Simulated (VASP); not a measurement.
# Nb₇As₈: nudged elastic band

Nb₇As₈, defect, 15 atoms in the cell. PBE, nudged elastic band; PAW potentials Nb_sv, As (PBE set).

Path: a Nb atom hops into a neighbouring Nb vacancy; Moving images: 1.

## Input

INCAR.step1:
```
SYSTEM = Nb7As8
PREC = Normal ; ENCUT = 300
EDIFF = 1E-6 ; ISMEAR = 1
SIGMA = 0.1 ; LREAL = .FALSE.
LASPH = .TRUE. ; NELM = 100
ALGO = Normal ; LWAVE = .FALSE.
LCHARG = .FALSE. ; IBRION = 2
NSW = 100 ; ISIF = 2
EDIFFG = -0.02 ; POTIM = 0.5
KPAR = 8
```

INCAR.step3, as INCAR.step1 but for:
```
- IBRION = 2
- ISIF = 2
- EDIFFG = -0.02
- POTIM = 0.5
+ IBRION = 1
+ POTIM = 0.3
+ EDIFFG = -0.05
+ SPRING = -5
+ IMAGES = 1
```

KPOINTS:
```
k-points
0
Gamma
  6 3 4
```

00/POSCAR:
```
Nb7As8
1.0
   -1.7258500000      1.7258500000      5.8400000000
    3.4517000000     -3.4517000000     11.6800000000
    3.4517000000      3.4517000000    -11.6800000000
Nb As
7 8
Direct
    0.4941416175      0.9984614433      0.7471552830
    0.4996433020      0.5011266333      0.2525897119
    0.4972959281      0.5000197803      0.7511975551
    0.7331365078      0.3672432142      0.9848019939
    0.7623823847      0.3741548406      0.5021434119
    0.7315702619      0.8782796725      0.9914141948
    0.7683979625      0.8809203744      0.5165810184
    0.9354727417      0.2074194391      0.2543256702
    0.9105514037      0.2088360414      0.7450548573
    0.9083565549      0.7077896499      0.2471264295
    0.9366314893      0.7139756755      0.7616400772
    0.1638823455      0.0849554840      0.0091009713
    0.1497947185      0.0714639173      0.4866105401
    0.1610033314      0.5931747576      0.0044040197
    0.1757394505      0.5761790766      0.4958542658
```

01/POSCAR:
```
Nb7As8
1.0
   -1.7258500000      1.7258500000      5.8400000000
    3.4517000000     -3.4517000000     11.6800000000
    3.4517000000      3.4517000000    -11.6800000000
Nb As
7 8
Direct
    0.5069762230      1.0143716830      0.7625123753
    0.5134309393      0.5105304236      0.2583779789
    0.5041958403      0.5233493354      0.7692979789
    0.7499583169      0.3850544397      1.0029967127
    0.6167808907      0.2161274870      0.3994209314
    0.7494529272      0.8872245896      1.0020998435
    0.7678717202      0.8855192398      0.5109761137
    0.9465464071      0.2197672928      0.2672672817
    0.9191544809      0.2243138230      0.7594945308
    0.9293242303      0.7200595178      0.2595564366
    0.9257513352      0.7216882466      0.7612548491
    0.1211845240      0.0837419618     -0.0319503096
    0.2236905784      0.0763939748      0.5124034337
    0.1749154666      0.6010974218      0.0103262930
    0.1787661199      0.5947605632      0.5059655503
```

02/POSCAR:
```
Nb7As8
1.0
   -1.7258500000      1.7258500000      5.8400000000
    3.4517000000     -3.4517000000     11.6800000000
    3.4517000000      3.4517000000    -11.6800000000
Nb As
7 8
Direct
    0.5304115184      1.0323645426      0.7817676689
    0.5249311453      0.5220715507      0.2646500748
    0.5147898337      0.5367652593      0.7749580629
    0.7618709585      0.3987639309      1.0155550635
    0.5017069880      0.0146053741      0.2502633428
    0.7668503463      0.9012056261      1.0196558677
    0.7608272331      0.8985533387      0.5139604085
    0.9428956816      0.2346932189      0.2797192654
    0.9192133745      0.2387736096      0.7625015910
    0.9504335037      0.7302734610      0.2707094355
    0.9122531011      0.7261290180      0.7576530289
    0.1871366417      0.1136561374      0.0214298209
    0.1805816781      0.1109355709      0.5196642570
    0.1800167292      0.6024552788      0.0053007682
    0.1940812668      0.6027540830      0.5122113440
```

POSCAR.step1:
```
Nb7As8
1.0
   -1.7258500000      1.7258500000      5.8400000000
    3.4517000000     -3.4517000000     11.6800000000
    3.4517000000      3.4517000000    -11.6800000000
Nb As
7 8
Direct
    0.5000000000      0.0000000000      0.7500000000
    0.5000000000      0.5000000000      0.2500000000
    0.5000000000      0.5000000000      0.7500000000
    0.7500000000      0.3750000000      0.0000000000
    0.7500000000      0.3750000000      0.5000000000
    0.7500000000      0.8750000000      0.0000000000
    0.7500000000      0.8750000000      0.5000000000
    0.9160000000      0.2080000000      0.2500000000
    0.9160000000      0.2080000000      0.7500000000
    0.9160000000      0.7080000000      0.2500000000
    0.9160000000      0.7080000000      0.7500000000
    0.1660000000      0.0830000000      0.0000000000
    0.1660000000      0.0830000000      0.5000000000
    0.1660000000      0.5830000000      0.0000000000
    0.1660000000      0.5830000000      0.5000000000
```

POSCAR.step2:
```
Nb7As8
1.0
   -1.7258500000      1.7258500000      5.8400000000
    3.4517000000     -3.4517000000     11.6800000000
    3.4517000000      3.4517000000    -11.6800000000
Nb As
7 8
Direct
    0.5000000000      0.0000000000      0.7500000000
    0.5000000000      0.5000000000      0.2500000000
    0.5000000000      0.5000000000      0.7500000000
    0.7500000000      0.3750000000      0.0000000000
    0.5000000000      0.0000000000      0.2500000000
    0.7500000000      0.8750000000      0.0000000000
    0.7500000000      0.8750000000      0.5000000000
    0.9160000000      0.2080000000      0.2500000000
    0.9160000000      0.2080000000      0.7500000000
    0.9160000000      0.7080000000      0.2500000000
    0.9160000000      0.7080000000      0.7500000000
    0.1660000000      0.0830000000      0.0000000000
    0.1660000000      0.0830000000      0.5000000000
    0.1660000000      0.5830000000      0.0000000000
    0.1660000000      0.5830000000      0.5000000000
```

Commands (each step's output is kept before the next begins):
```
cat potpaw_PBE.64/Nb_sv/POTCAR potpaw_PBE.64/As/POTCAR > POTCAR
cp INCAR.step1 INCAR
cp POSCAR.step1 POSCAR
mpirun -np 8 vasp_std > vasp.out
cp POSCAR.step2 POSCAR
mpirun -np 8 vasp_std > vasp.out
# 00 and 02 hold the relaxed ends, the second shifted as a whole so that the mean position stays; the images between are interpolated (pair-distance (IDPP))
cp INCAR.step3 INCAR
mpirun -np 8 vasp_std > vasp.out
```

## Result

- Barrier (eV): 3.014
- Barrier of the reverse step (eV): 3.016
- Energy of the second end over the first (eV): -0.001
- Top of the path (share of its length): 0.49
- Length of the path (Å): 3.69
- Steps of the band: 35
- Ionic steps, all stages: 59
- Electronic steps, all stages: 456

Energy along the relaxed band:

| Image | Distance along the path (Å) | Energy above the first end (eV) | Slope along the path (eV/Å) | Largest force across the path (eV/Å) |
|---|---|---|---|---|
| 0 | 0.000 | 0.000 | relaxed end |  |
| 1 | 1.843 | 3.012 | -0.150 | 0.046 |
| 2 | 3.686 | -0.001 | relaxed end |  |

The cell is NbAs (16 atoms) with one Nb atom missing.

The two ends have the same energy within 0.01 eV.

Limits: the cell holds 15 atoms, so the vacancy or interstitial meets its own images and the barrier isn't that of a lone defect; a single image in the middle can't show two humps with a dip between them, and says nothing of the springs.

VASP 6.6.1 took 1411 s on 8 cores (Intel Xeon 6975P-C (Granite Rapids)), a shared host.
